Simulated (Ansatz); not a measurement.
Wanted: the native input for an Ansatz 0.2.0 run.

```
Task                : relaxation of cell and atoms
Functional          : r2SCAN
Dispersion          : D3(BJ)
Potentials or basis : Ansatz PAW
Cutoff              : 500 eV (not typed: the program's choice for these potentials)
k mesh              : 10 × 10 × 5
Occupations         : fermi-dirac, width 0.05 eV
Spin                : no spin polarisation
```

Crystal: CuO (Tenorite).

```xyz
4
Lattice="2.3447 -1.7134 0.0000 2.3447 1.7134 0.0000 -0.8606 0.0000 5.0594" Properties=species:S:1:pos:R:3 pbc="T T T"
Cu    0.7420   -0.8457    2.5297
Cu    1.1723    0.8457    0.0000
O     1.6421    0.2841    3.8133
O     2.0724   -0.2841    1.2836
```

The input as run:

input.yaml

```yaml
crystal:
  lattice:
    - [2.34465, -1.7134, 0.0]
    - [2.34465, 1.7134, 0.0]
    - [-0.8605543552, 0.0, 5.0594363927]
  atoms:
    - { symbol: Cu, position: [0.4968, 0.0032, 0.5] }
    - { symbol: Cu, position: [0.0032, 0.4968, 0.0] }
    - { symbol: O, position: [0.4056, 0.5714, 0.7537] }
    - { symbol: O, position: [0.5714, 0.4056, 0.2537] }
hamiltonian:
  xc: r2scan
  pseudopotentials: { kind: paw }
  dispersion: d3bj
kpoints:
  mp_grid: { grid: [10, 10, 5] }
scf:
  occupations: { method: fermi_dirac, width: 0.05 }
output:
  forces: true
  stress: true
  eigenvalues: true
relax:
  f_tol: 0.01
  max_steps: 40
  cell: { stress_tol: 0.05 }
```

Potentials or basis: Ansatz PAW.

The run is started by

```bash
$ ansatz run input.yaml --threads 2 --pin off --max-ram 5632MiB --backend cpu --events-out ev --progress --plain --runs-dir out
```

It gave:

The relaxed volume is 10.60 Å³/atom, the relaxed cell is a = 2.878 Å, b = 2.878 Å, c = 5.119 Å, α = 89.98°, β = 89.98°, γ = 89.89° and the space group after relaxing (to 0.05 Å) is P4_2/mmc (No. 131). The energy gained by relaxing is 33.1 meV/atom. The ionic steps are 16, the pressure after relaxing is 0.0 GPa and the band gap on the k mesh is none (metal or under the smearing width).

Caveat: the plane-wave basis is chosen anew once the cell has moved, so the energies of steps on either side of that aren't comparable; the run has no spin polarisation, though such a crystal can be magnetic; semilocal functionals often make such compounds metallic where correlation or magnetic order opens a gap, which also shifts bond lengths; pairwise dispersion overbinds metals, which lowers pressure and volume; the PAW data sets come from PBE, with cores solved anew for the run's functional, which leaves a small shift of forces and pressure; the dispersion damping was fitted for another functional or another form of the correction.

It took 6.5 min on 2 threads of Arm Neoverse V1, on a shared host, peak memory 0.54 GiB.
